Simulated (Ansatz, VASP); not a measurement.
**Two plane-wave programs on C**

```xyz
2
Lattice="0.0000 2.1294 3.6913 1.2294 0.0000 3.6913 1.2294 2.1294 0.0000" Properties=species:S:1:pos:R:3 pbc="T T T"
C     1.2294    0.7099    3.6913
C     1.2294    3.5489    3.6913
```

Alike in both runs: task single point; functional PBEsol; k mesh 14 × 14 × 14; occupations gaussian, width 0.02 eV; no spin polarisation.

|  | VASP | Ansatz |
| --- | --- | --- |
| version | VASP 6.6.1 | Ansatz 0.2.0 |
| potentials or method | VASP PAW PBE potentials, release 64 (C) | scalar-relativistic, plane waves, PAW |
| plane-wave cutoff (eV) | 520 | 420 |
| valence electrons in the cell | 8 | 8 |

Ansatz gave:

```
gap on the k mesh at the Fermi level (eV)       : 0.71
least direct gap on the mesh (eV)               : 0.82
pressure (GPa)                                  : 0.0
largest component of the traceless stress (GPa) : 0.03
```

Question: What did VASP give for the same quantities?

Answer: gap on the k mesh at the Fermi level (eV): 0.71; least direct gap on the mesh (eV): 0.82; pressure (GPa): 0.6; largest component of the traceless stress (GPa): 0.68.

The functional is the same, so the differences come from potentials, cutoffs and numerics.

Caveats: the PAW data sets were made with another functional, which shifts forces and pressure a little (VASP).
